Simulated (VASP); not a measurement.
**Lattice of AgBr (Bromargyrite) across functionals and dispersion corrections**

How close do the usual functionals, with and without dispersion, come to the cell of AgBr (Bromargyrite)? The levels: PBE, LDA and PBE + D3(BJ). The start is a cell from a database of measured crystal structures.

Method: PBE; plane waves and PAW (Ag, Br), in the first sound run; inputs show where later runs differ, in VASP 6.6.1.

### 1. Starting point

Before any relaxation, the start is as follows. Symmetry: Fm-3m, No. 225, cubic system. Conventional cell: a = 5.772 Å, b = 5.772 Å, c = 5.772 Å, α = 90.00°, β = 90.00°, γ = 90.00°. Nearest to Ag lie 6 Br at 2.89 Å. Br has 6 Ag at 2.89 Å nearest. Farther neighbours and most contacts between anions are not listed.

### 2. Relaxation with PBE

Properties are meant for the cell that this level of theory prefers, so cell and atoms are relaxed first (ISIF = 3) until forces and stress are small; EDIFFG sets the threshold. PBE, the usual starting point, adds the gradient of the density.

File INCAR:

```
SYSTEM = AgBr
PREC = Accurate
ENCUT = 520
EDIFF = 1E-06
NELM = 100
ISMEAR = -1
SIGMA = 0.05
LREAL = .FALSE.
ALGO = Normal
GGA = PE
NBANDS = 15
LORBIT = 11
LWAVE = .FALSE.
LCHARG = .FALSE.
KPAR = 2
IBRION = 2
NSW = 60
ISIF = 3
EDIFFG = -0.01
```

File POSCAR:

```
AgBr
1.0
    0.0000000000      2.8860500000      2.8860500000
    2.8860500000      0.0000000000      2.8860500000
    2.8860500000      2.8860500000      0.0000000000
Ag Br
1 1
Direct
    0.5000000000      0.5000000000      0.5000000000
    0.0000000000      0.0000000000      0.0000000000
```

File KPOINTS:

```
Automatic mesh
0
Gamma
6 6 6
0 0 0
```

Potentials, in the order of the species: Ag and Br (PBE family, release 64).

Started as:

```
> mpirun -np 2 vasp_std
```

The log of the run:

```text
[banner, memory and clock lines left out]
running    2 mpi-ranks, on    1 nodes
 distrk:  each k-point on    1 cores,    2 groups
 distr:  one band on    1 cores,    1 groups

 POSCAR found type information on POSCAR AgBr
 POSCAR found :  2 types and       2 ions
 LDA part: xc-table for (Slater+PW92), standard interpolation
 POSCAR, INCAR and KPOINTS ok, starting setup
 FFT: planning ... GRIDC
 FFT: planning ... GRID_SOFT
 FFT: planning ... GRID
 WAVECAR not read
 entering main loop
       N       E                     dE             d eps       ncg     rms          rms(c)
DAV:   1     0.862628279541E+02    0.86263E+02   -0.86132E+03   480   0.109E+03
DAV:   2    -0.223372774317E+01   -0.88497E+02   -0.81616E+02   606   0.217E+02
DAV:   3    -0.509758012410E+01   -0.28639E+01   -0.28538E+01   508   0.390E+01
DAV:   4    -0.510958412692E+01   -0.12004E-01   -0.12003E-01   683   0.299E+00
DAV:   5    -0.510967508486E+01   -0.90958E-04   -0.90957E-04   536   0.245E-01    0.571E+00
DAV:   6    -0.499535961412E+01    0.11432E+00   -0.19172E-01   579   0.635E+00    0.374E+00
DAV:   7    -0.499117868209E+01    0.41809E-02   -0.63581E-02   522   0.175E+00    0.155E+00
DAV:   8    -0.499123041087E+01   -0.51729E-04   -0.41746E-03   592   0.687E-01    0.253E-01
DAV:   9    -0.499125878366E+01   -0.28373E-04   -0.52745E-04   592   0.257E-01    0.327E-02
DAV:  10    -0.499128313978E+01   -0.24356E-04   -0.41849E-05   592   0.877E-02    0.203E-02
DAV:  11    -0.499128909033E+01   -0.59506E-05   -0.13302E-05   557   0.307E-02    0.640E-03
DAV:  12    -0.499128886525E+01    0.22509E-06   -0.11811E-06   474   0.108E-02
   1 F= -.49912889E+01 E0= -.49912727E+01  d E =-.499129E+01
 curvature:   0.00 expect dE= 0.000E+00 dE for cont linesearch  0.000E+00
 trial: gam= 0.00000 g(F)=  0.000E+00 g(S)=  0.143E-01 ort = 0.000E+00 (trialstep = 0.100E+01)
 search vector abs. value=  0.143E-01
 bond charge predicted
       N       E                     dE             d eps       ncg     rms          rms(c)
DAV:   1    -0.517712958373E+01   -0.18584E+00   -0.30880E+00   480   0.182E+01    0.288E+00
DAV:   2    -0.501282821698E+01    0.16430E+00   -0.39280E-01   480   0.797E+00    0.955E-01
DAV:   4    -0.499888731124E+01    0.11736E-02   -0.21958E-03   550   0.463E-01    0.187E-01
DAV:   5    -0.499884834056E+01    0.38971E-04   -0.78129E-04   515   0.411E-01    0.499E-02
DAV:   6    -0.499880835909E+01    0.39981E-04   -0.17573E-04   522   0.166E-01    0.108E-02
DAV:   7    -0.499880904451E+01   -0.68542E-06   -0.73745E-06   578   0.380E-02
   2 F= -.49988090E+01 E0= -.49987940E+01  d E =-.752018E-02
 trial-energy change:   -0.007520  1 .order   -0.007783   -0.014334   -0.001231
 step:   1.1084(harm=  1.0940)  dis= 0.00000  next Energy=    -4.998875 (dE=-0.759E-02)
 bond charge predicted
       N       E                     dE             d eps       ncg     rms          rms(c)
DAV:   1    -0.500096338785E+01   -0.21550E-02   -0.35888E-02   480   0.195E+00    0.305E-01
DAV:   2    -0.499901549287E+01    0.19479E-02   -0.49493E-03   480   0.868E-01    0.970E-02
DAV:   3    -0.499887231843E+01    0.14317E-03   -0.35612E-04   529   0.143E-01    0.682E-02
DAV:   4    -0.499885491339E+01    0.17405E-04   -0.24418E-05   536   0.442E-02    0.199E-02
DAV:   5    -0.499885262613E+01    0.22873E-05   -0.64355E-06   529   0.389E-02    0.497E-03
DAV:   6    -0.499885225591E+01    0.37022E-06   -0.16169E-06   277   0.171E-02
   3 F= -.49988523E+01 E0= -.49988373E+01  d E =-.756339E-02
 curvature:  -0.53 expect dE=-0.300E-05 dE for cont linesearch -0.300E-05
 trial: gam= 0.00000 g(F)=  0.779E-60 g(S)=  0.562E-05 ort =-0.284E-03 (trialstep = 0.102E+01)
 search vector abs. value=  0.562E-05
 reached required accuracy - stopping structural energy minimisation
```

Wall time 9.4 s (2 MPI ranks of Intel Xeon 6975P-C (Granite Rapids), shared host); peak memory 0.33 GiB.

The logs omit lines about the potential files and the build; timing stands in the text.

OUTCAR, selected parts (step 2):

```text
ion  position               nearest neighbor table
   1  0.500  0.500  0.500-   2 2.89   2 2.89   2 2.89   2 2.89   2 2.89   2 2.89
   2  0.000  0.000  0.000-   1 2.89   1 2.89   1 2.89   1 2.89   1 2.89   1 2.89

  LATTYP: Found a face centered cubic cell.
 ALAT       =     5.7721000000

 Subroutine GETGRP returns: Found 48 space group operations
 (whereof 48 operations were pure point group operations)

The static configuration has the point symmetry O_h .

 Found     16 irreducible k-points:

   k-points           NKPTS =     16   k-points in BZ     NKDIM =     16   number of bands    NBANDS=     15

   dimension x,y,z NGX =    30 NGY =   30 NGZ =   30
   dimension x,y,z NGXF=    60 NGYF=   60 NGZF=   60

   ENCUT  =  520.0 eV  38.22 Ry    6.18 a.u.   7.59  7.59  7.59*2*pi/ulx,y,z

   NELECT =      18.0000    total number of electrons

 k-points in reciprocal lattice and weights: Automatic mesh
   0.00000000  0.00000000  0.00000000       0.005
   0.16666667  0.00000000  0.00000000       0.037
   0.33333333  0.00000000  0.00000000       0.037
   0.50000000  0.00000000  0.00000000       0.019
   0.16666667  0.16666667  0.00000000       0.028
   0.33333333  0.16666667  0.00000000       0.111
   0.50000000  0.16666667  0.00000000       0.111
  -0.33333333  0.16666667  0.00000000       0.111
  -0.16666667  0.16666667  0.00000000       0.056
[...]
-0.33333333  0.33333333  0.16666667       0.111
  -0.33333333  0.50000000  0.16666667       0.056

 average (electrostatic) potential at core
       1 -74.1741       2 -62.3182

 E-fermi :   3.4098

 k-point     1 :       0.0000    0.0000    0.0000
  band No.  band energies     occupation
    ...
      5       0.4128      2.00000
      6       0.4128      2.00000
      7       1.2496      2.00000
      8       1.2496      2.00000
      9       1.2496      2.00000
     10       3.6864      0.00788
     11      12.9262      0.00000
     12      12.9262      0.00000
     13      12.9262      0.00000
     14      14.2514      0.00000
    ...

 k-point     2 :       0.1667    0.0000    0.0000
  band No.  band energies     occupation
    ...
      5       0.4769      2.00000
      6       0.4769      2.00000
      7       0.8468      2.00000
      8       1.8846      2.00000
      9       1.8846      2.00000
     10       4.9419      0.00000
     11      11.0762      0.00000
     12      12.1235      0.00000
     13      12.1235      0.00000
     14      13.8994      0.00000
    ...

 k-point     3 :       0.3333    0.0000    0.0000
  band No.  band energies     occupation
    ...
      5       0.6108      2.00000
      6       0.6108      2.00000
      7       0.9157      2.00000
      8       2.6644      2.00000
      9       2.6644      2.00000
     10       6.4952      0.00000
     11       9.5483      0.00000
     12      10.5094      0.00000
     13      10.5094      0.00000
     14      14.2366      0.00000
    ...

  Total       -0.0088129     -0.0088129     -0.0088129      0.0000000     -0.0000000      0.0000000
  in kB       -0.2834500     -0.2834500     -0.2834500      0.0000000     -0.0000000      0.0000000
  external PRESSURE =      -0.2834500 kB  Pullay stress =       0.0000000 kB

  energy-cutoff  :      520.00
  volume of cell :       49.81
      direct lattice vectors                 reciprocal lattice vectors
    -0.000000000  2.920391660  2.920391660    -0.171209912  0.171209912  0.171209912
     2.920391660  0.000000000  2.920391660     0.171209912 -0.171209912  0.171209912
     2.920391660  2.920391660 -0.000000000     0.171209912  0.171209912 -0.171209912

 POSITION                                       TOTAL-FORCE (eV/Angst)
 -----------------------------------------------------------------------------------
      2.92039      2.92039      2.92039         0.000000     -0.000000     -0.000000
      0.00000      0.00000      0.00000        -0.000000      0.000000      0.000000
 -----------------------------------------------------------------------------------
    total drift:                                0.000000      0.000000      0.000000

  FREE ENERGIE OF THE ION-ELECTRON SYSTEM (eV)
  ---------------------------------------------------
  free  energy   TOTEN  =        -4.9988522559 eV

  energy  without entropy=       -4.9988224387  energy(sigma->0) =       -4.99883735

 reached required accuracy - stopping structural energy minimisation

 total charge
# of ion       s       p       d       tot
------------------------------------------
    1        0.213   0.135   9.353   9.701
    2        1.615   3.190   0.022   4.828
--------------------------------------------------
tot          1.828   3.325   9.375  14.529

[... 3 further parts left out ...]
```

CONTCAR:

```
AgBr
   1.00000000000000
    -0.0000000000000000    2.9203916596748689    2.9203916596748689
     2.9203916596748689    0.0000000000000000    2.9203916596748689
     2.9203916596748689    2.9203916596748689   -0.0000000000000000
  Ag              Br
     1     1
Direct
     0.5000000000000000    0.5000000000000000    0.5000000000000000
     0.0000000000000000    0.0000000000000000    0.0000000000000000
```

The gap is read on the k-mesh alone, so it is an upper bound where the band edges lie off the mesh. The run keeps the 48 symmetry operations of its start, so it cannot find a distortion of lower symmetry.

Step by step:

```csv
step,energy less that of the first step (eV),largest force (eV/Å),pressure (GPa),volume (Å³)
1,0.0000,0.0000,1.48,48.08
2,-0.0075,0.0000,0.12,49.64
3,-0.0076,0.0000,-0.03,49.81
```

```csv
"conventional cell, symmetrised",before,after,change
a (Å),5.772,5.841,+1.2 %
b (Å),5.772,5.841,+1.2 %
c (Å),5.772,5.841,+1.2 %
volume (Å³/atom),24.04,24.91,+3.6 %
```

Final coordinates:

```cif
data_structure
_symmetry_space_group_name_H-M 'P 1'
_symmetry_Int_Tables_number 1
_cell_length_a 4.1301
_cell_length_b 4.1301
_cell_length_c 4.1301
_cell_angle_alpha 60.000
_cell_angle_beta 60.000
_cell_angle_gamma 60.000
_cell_volume 49.81
loop_
_atom_site_label
_atom_site_type_symbol
_atom_site_fract_x
_atom_site_fract_y
_atom_site_fract_z
_atom_site_occupancy
Ag1 Ag 0.50000 0.50000 0.50000 1
Br2 Br 0.00000 0.00000 0.00000 1
```

This step gave:

```
electrons                       : 18
bands                           : 15
irreducible k-points            : 16
symmetry operations             : 48
free energy (TOTEN)             : -4.999 eV
Fermi energy                    : 3.410 eV
pressure                        : -0.02834 GPa
metallic                        : no
valence top at k                : 0.5, 0, 0
conduction bottom at k          : 0, 0, 0
least direct gap at k           : 0, 0, 0
SCF cycles over all ionic steps : 25
gap on the k-mesh               : 0.6866 eV
least direct gap on the k-mesh  : 2.437 eV
```

It ends with forces that vanish by symmetry and a pressure of -0.03 GPa. The volume lies +3.6 % from that of the database's start. The conventional cell has a = 5.841 Å.

### 3. Relaxation with LDA

This step: LDA; plane waves and PAW (Ag, Br) (VASP 6.6.1).

LDA, the lowest rung, knows the local density alone.

Edit INCAR of step 2 so:

```diff
@@ -9,3 +9,3 @@
 ALGO = Normal
-GGA = PE
+GGA = CA
 NBANDS = 15
```

POSCAR is that of step 2.

KPOINTS is that of step 2.

Started as:

```
> mpirun -np 2 vasp_std
```

The log of the run:

```text
[banner, memory and clock lines left out]
running    2 mpi-ranks, on    1 nodes
 distrk:  each k-point on    1 cores,    2 groups
 distr:  one band on    1 cores,    1 groups

 POSCAR found type information on POSCAR AgBr
 POSCAR found :  2 types and       2 ions
|                                                                             |
|               ----> ADVICE to this user running VASP <----                  |
|                                                                             |
|     You enforced a specific xc type in the INCAR file but a different       |
|     [... a line on the potential file left out ...]
|     I HOPE YOU KNOW WHAT YOU ARE DOING!                                     |
|                                                                             |

 LDA part: xc-table for (Slater(with rela. corr.)+CA(PZ))
 , standard interpolation
 POSCAR, INCAR and KPOINTS ok, starting setup
 FFT: planning ... GRIDC
 FFT: planning ... GRID_SOFT
 FFT: planning ... GRID
 WAVECAR not read
 entering main loop
       N       E                     dE             d eps       ncg     rms          rms(c)
DAV:   1     0.842483116158E+02    0.84248E+02   -0.85666E+03   480   0.109E+03
DAV:   2    -0.367168247319E+01   -0.87920E+02   -0.80994E+02   613   0.215E+02
DAV:   3    -0.655045831140E+01   -0.28788E+01   -0.28682E+01   508   0.391E+01
DAV:   4    -0.656238095888E+01   -0.11923E-01   -0.11921E-01   669   0.297E+00
DAV:   5    -0.656246929674E+01   -0.88338E-04   -0.88338E-04   536   0.242E-01    0.642E+00
DAV:   6    -0.639437602841E+01    0.16809E+00   -0.46019E-01   543   0.913E+00    0.394E+00
DAV:   7    -0.639236849097E+01    0.20075E-02   -0.49724E-02   536   0.155E+00    0.179E+00
DAV:   8    -0.639092551629E+01    0.14430E-02   -0.25784E-03   599   0.527E-01    0.315E-01
DAV:   9    -0.639083308668E+01    0.92430E-04   -0.25856E-04   606   0.230E-01    0.389E-02
DAV:  10    -0.639083703054E+01   -0.39439E-05   -0.16837E-05   550   0.431E-02    0.137E-02
DAV:  11    -0.639083786247E+01   -0.83193E-06   -0.13692E-06   466   0.884E-03
   1 F= -.63908379E+01 E0= -.63906789E+01  d E =-.639084E+01
 curvature:   0.00 expect dE= 0.000E+00 dE for cont linesearch  0.000E+00
 trial: gam= 0.00000 g(F)=  0.600E-61 g(S)=  0.145E+00 ort = 0.000E+00 (trialstep = 0.100E+01)
 search vector abs. value=  0.145E+00
 bond charge predicted
       N       E                     dE             d eps       ncg     rms          rms(c)
DAV:   1    -0.857679972802E+01   -0.21860E+01   -0.32563E+01   480   0.585E+01    0.985E+00
DAV:   2    -0.658286667956E+01    0.19939E+01   -0.68162E+00   480   0.278E+01    0.246E+00
DAV:   3    -0.647762656191E+01    0.10524E+00   -0.17756E-01   501   0.394E+00    0.124E+00
DAV:   4    -0.646389426776E+01    0.13732E-01   -0.52684E-02   550   0.143E+00    0.608E-01
DAV:   5    -0.646275731885E+01    0.11369E-02   -0.17562E-03   543   0.413E-01    0.300E-01
DAV:   6    -0.646261563973E+01    0.14168E-03   -0.83804E-04   550   0.216E-01    0.376E-02
DAV:   7    -0.646260998205E+01    0.56577E-05   -0.12481E-05   557   0.296E-02    0.207E-02
DAV:   8    -0.646261124575E+01   -0.12637E-05   -0.64057E-07   380   0.987E-03    0.152E-03
DAV:   9    -0.646261122905E+01    0.16702E-07   -0.35318E-07   338   0.585E-03
   2 F= -.64626112E+01 E0= -.64624707E+01  d E =-.717734E-01
 trial-energy change:   -0.071773  1 .order   -0.065624   -0.145241    0.013994
 step:   0.9277(harm=  0.9121)  dis= 0.00000  next Energy=    -6.463115 (dE=-0.723E-01)
 bond charge predicted
       N       E                     dE             d eps       ncg     rms          rms(c)
DAV:   1    -0.647365782605E+01   -0.11047E-01   -0.17397E-01   487   0.434E+00    0.664E-01
DAV:   2    -0.646387267166E+01    0.97852E-02   -0.25523E-02   494   0.200E+00    0.231E-01
DAV:   3    -0.646322847052E+01    0.64420E-03   -0.14218E-03   529   0.276E-01    0.149E-01
DAV:   4    -0.646315342206E+01    0.75048E-04   -0.12961E-04   529   0.887E-02    0.532E-02
DAV:   5    -0.646315027387E+01    0.31482E-05   -0.24805E-05   543   0.836E-02    0.962E-03
DAV:   6    -0.646314840579E+01    0.18681E-05   -0.94992E-06   522   0.437E-02    0.225E-03
DAV:   7    -0.646314840854E+01   -0.27414E-08   -0.44833E-07   289   0.530E-03
   3 F= -.64631484E+01 E0= -.64630044E+01  d E =-.723105E-01
 curvature:  -0.44 expect dE=-0.416E-06 dE for cont linesearch -0.416E-06
 trial: gam= 0.00000 g(F)=  0.271E-59 g(S)=  0.941E-06 ort =-0.370E-03 (trialstep = 0.986E+00)
 search vector abs. value=  0.941E-06
 reached required accuracy - stopping structural energy minimisation
```

Elapsed: 8 s, on 2 MPI ranks; peak memory 0.29 GiB.

OUTCAR, selected parts (step 3):

```text
The static configuration has the point symmetry O_h .

 Found     16 irreducible k-points:

   NELECT =      18.0000    total number of electrons

 E-fermi :   4.6281

 k-point     1 :       0.0000    0.0000    0.0000
  band No.  band energies     occupation
    ...
      5       1.1156      2.00000
      6       1.1156      2.00000
      7       2.1260      2.00000
      8       2.1260      2.00000
      9       2.1260      2.00000
     10       4.7674      0.11634
     11      14.1717      0.00000
     12      14.1717      0.00000
     13      14.1717      0.00000
     14      15.0430      0.00000
    ...

 k-point     2 :       0.1667    0.0000    0.0000
  band No.  band energies     occupation
    ...
      5       1.2053      2.00000
      6       1.2053      2.00000
      7       1.6651      2.00000
      8       2.9228      2.00000
      9       2.9228      2.00000
     10       6.2132      0.00000
     11      12.1623      0.00000
     12      13.3604      0.00000
     13      13.3604      0.00000
     14      15.2952      0.00000
    ...

  Total        0.0036067      0.0036067      0.0036067      0.0000000      0.0000000      0.0000000
  in kB        0.1323877      0.1323877      0.1323877      0.0000000      0.0000000      0.0000000
  external PRESSURE =       0.1323877 kB  Pullay stress =       0.0000000 kB

  energy-cutoff  :      520.00
  volume of cell :       43.65
      direct lattice vectors                 reciprocal lattice vectors
     0.000000000  2.794558310  2.794558310    -0.178919151  0.178919151  0.178919151
     2.794558310  0.000000000  2.794558310     0.178919151 -0.178919151  0.178919151
     2.794558310  2.794558310  0.000000000     0.178919151  0.178919151 -0.178919151

 POSITION                                       TOTAL-FORCE (eV/Angst)
 -----------------------------------------------------------------------------------
      2.79456      2.79456      2.79456         0.000000      0.000000      0.000000
      0.00000      0.00000      0.00000        -0.000000     -0.000000     -0.000000
 -----------------------------------------------------------------------------------
    total drift:                                0.000000      0.000000      0.000000

  FREE ENERGIE OF THE ION-ELECTRON SYSTEM (eV)
  ---------------------------------------------------
  free  energy   TOTEN  =        -6.4631484085 eV

  energy  without entropy=       -6.4628603509  energy(sigma->0) =       -6.46300438

 total charge
# of ion       s       p       d       tot
------------------------------------------
    1        0.257   0.191   9.337   9.785
    2        1.611   3.163   0.037   4.811
--------------------------------------------------
tot          1.868   3.354   9.374  14.596

[... 8 parts as in an earlier step ...]

[... 5 further parts left out ...]
```

CONTCAR:

```
AgBr
   1.00000000000000
     0.0000000000000000    2.7945583104190028    2.7945583104190028
     2.7945583104190028    0.0000000000000000    2.7945583104190028
     2.7945583104190028    2.7945583104190028    0.0000000000000000
  Ag              Br
     1     1
Direct
     0.5000000000000000    0.5000000000000000    0.5000000000000000
     0.0000000000000000    0.0000000000000000    0.0000000000000000
```

The PAW data sets were made with PBE, though LDA sets exist; this is a small mismatch. After so large a change of volume the plane waves of the start cell no longer fit, so the final stress carries a basis-set error.

(Continued in part 2 of 2.)

[Lines on the potential files, build, host, timing and source positions are cut from VASP's logs without a mark.]

[Logs are printed without paths, hosts, clocks, repeated set-up lines and the standing remarks that a program may print on its own settings, such as how far it seeks lower states.]

[Hosts, paths, dates, database ids (printed as entryN), source tags and the programs' standing remarks are cut or masked in the printed files.]

[A measured line is paired with the nearest computed mode of its activity, which favours agreement.]

[In band tables of VASP the shares of atoms and orbitals are scaled to a sum of 1 inside the atoms' spheres.]
